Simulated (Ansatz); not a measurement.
# CdO: computed DOS

```cif
data_structure
_symmetry_space_group_name_H-M 'P 1'
_symmetry_Int_Tables_number 1
_cell_length_a 3.3389
_cell_length_b 3.3389
_cell_length_c 3.3389
_cell_angle_alpha 60.000
_cell_angle_beta 60.000
_cell_angle_gamma 60.000
_cell_volume 26.32
loop_
_atom_site_label
_atom_site_type_symbol
_atom_site_fract_x
_atom_site_fract_y
_atom_site_fract_z
_atom_site_occupancy
Cd1 Cd 0.00000 0.00000 0.00000 1
O1 O 0.50000 0.50000 0.50000 1
```

The runs use the primitive cell with vectors (0.000, 2.361, 2.361), (2.361, 0.000, 2.361), (2.361, 2.361, 0.000) Å, to which the k mesh refers.

The cell is the one relaxed in the Materials Project (mp-1132), not relaxed further here; entries there can be hypothetical.

Level of theory: DFT, PBE, all-electron LAPW, scalar-relativistic (Ansatz 0.2.0).

The runs use a Γ-centred 13×13×13 k mesh, Fermi–Dirac smearing of 0.05 eV, basis error target 0.25 meV/atom, no spin polarisation.

States per eV and cell, averaged over 0.4 eV, from -7.8 to 5.6 eV, with energies (bin centres) from the Fermi level; empty bins are left out. The partial columns, the largest 4 alone, are projections on Löwdin-orthogonalised atomic shells (those that the program's projection atoms carry: the occupied ones and, for some elements, an empty d or f shell; other empty shells have no column), summed over atoms of an element. Weights on diffuse s and p shells depend on that basis and aren't pure angular character.

```json
{"E (eV)": "-7.7", "total": "0.41", "Cd 4d": "0.31", "O 2p": "0.06", "Cd 5s": "0.03", "O 2s": "0.00"}
{"E (eV)": "-7.3", "total": "7.19", "Cd 4d": "6.28", "O 2p": "0.75", "Cd 5s": "0.14", "O 2s": "0.01"}
{"E (eV)": "-6.9", "total": "6.54", "Cd 4d": "5.98", "O 2p": "0.51", "Cd 5s": "0.02", "O 2s": "0.01"}
{"E (eV)": "-6.5", "total": "6.54", "Cd 4d": "6.39", "O 2p": "0.12", "Cd 5s": "0.00", "O 2s": "0.02"}
{"E (eV)": "-6.1", "total": "4.32", "Cd 4d": "4.19", "O 2p": "0.05", "Cd 5s": "0.00", "O 2s": "0.08"}
{"E (eV)": "-4.1", "total": "0.27", "Cd 4d": "0.04", "O 2p": "0.18", "Cd 5s": "0.03", "O 2s": "0.00"}
{"E (eV)": "-3.7", "total": "3.16", "Cd 4d": "0.54", "O 2p": "1.87", "Cd 5s": "0.63", "O 2s": "0.07"}
{"E (eV)": "-3.3", "total": "1.29", "Cd 4d": "0.17", "O 2p": "0.77", "Cd 5s": "0.27", "O 2s": "0.06"}
{"E (eV)": "-2.9", "total": "0.63", "Cd 4d": "0.05", "O 2p": "0.46", "Cd 5s": "0.07", "O 2s": "0.02"}
{"E (eV)": "-2.5", "total": "1.09", "Cd 4d": "0.07", "O 2p": "0.92", "Cd 5s": "0.04", "O 2s": "0.01"}
{"E (eV)": "-2.1", "total": "1.37", "Cd 4d": "0.10", "O 2p": "1.20", "Cd 5s": "0.02", "O 2s": "0.01"}
{"E (eV)": "-1.7", "total": "1.90", "Cd 4d": "0.15", "O 2p": "1.65", "Cd 5s": "0.04", "O 2s": "0.00"}
{"E (eV)": "-1.3", "total": "1.91", "Cd 4d": "0.16", "O 2p": "1.67", "Cd 5s": "0.02", "O 2s": "0.01"}
{"E (eV)": "-0.9", "total": "1.61", "Cd 4d": "0.17", "O 2p": "1.38", "Cd 5s": "0.01", "O 2s": "0.00"}
{"E (eV)": "-0.5", "total": "1.59", "Cd 4d": "0.19", "O 2p": "1.36", "Cd 5s": "0.00", "O 2s": "0.00"}
{"E (eV)": "-0.1", "total": "0.19", "Cd 4d": "0.02", "O 2p": "0.16", "Cd 5s": "0.00", "O 2s": "0.00"}
{"E (eV)": "0.3", "total": "0.02", "Cd 4d": "0.00", "O 2p": "0.01", "Cd 5s": "0.01", "O 2s": "0.00"}
{"E (eV)": "0.7", "total": "0.03", "Cd 4d": "0.00", "O 2p": "0.01", "Cd 5s": "0.01", "O 2s": "0.00"}
{"E (eV)": "1.1", "total": "0.04", "Cd 4d": "0.00", "O 2p": "0.02", "Cd 5s": "0.02", "O 2s": "0.01"}
{"E (eV)": "1.5", "total": "0.06", "Cd 4d": "0.00", "O 2p": "0.02", "Cd 5s": "0.03", "O 2s": "0.01"}
{"E (eV)": "1.9", "total": "0.08", "Cd 4d": "0.00", "O 2p": "0.03", "Cd 5s": "0.04", "O 2s": "0.01"}
{"E (eV)": "2.3", "total": "0.11", "Cd 4d": "0.00", "O 2p": "0.04", "Cd 5s": "0.05", "O 2s": "0.01"}
{"E (eV)": "2.7", "total": "0.15", "Cd 4d": "0.00", "O 2p": "0.06", "Cd 5s": "0.07", "O 2s": "0.01"}
{"E (eV)": "3.1", "total": "0.19", "Cd 4d": "0.00", "O 2p": "0.07", "Cd 5s": "0.10", "O 2s": "0.02"}
{"E (eV)": "3.5", "total": "0.26", "Cd 4d": "0.00", "O 2p": "0.09", "Cd 5s": "0.13", "O 2s": "0.02"}
{"E (eV)": "3.9", "total": "0.46", "Cd 4d": "0.00", "O 2p": "0.12", "Cd 5s": "0.27", "O 2s": "0.02"}
{"E (eV)": "4.3", "total": "0.73", "Cd 4d": "0.00", "O 2p": "0.15", "Cd 5s": "0.43", "O 2s": "0.03"}
{"E (eV)": "4.7", "total": "0.72", "Cd 4d": "0.00", "O 2p": "0.14", "Cd 5s": "0.40", "O 2s": "0.02"}
{"E (eV)": "5.1", "total": "0.69", "Cd 4d": "0.00", "O 2p": "0.13", "Cd 5s": "0.38", "O 2s": "0.01"}
{"E (eV)": "5.5", "total": "0.67", "Cd 4d": "0.00", "O 2p": "0.13", "Cd 5s": "0.38", "O 2s": "0.01"}
```

Question: Where is the centre of the filled Cd 4d states between -14 eV and the top of the filled states?

Answer: -6.47 eV from the Fermi level.
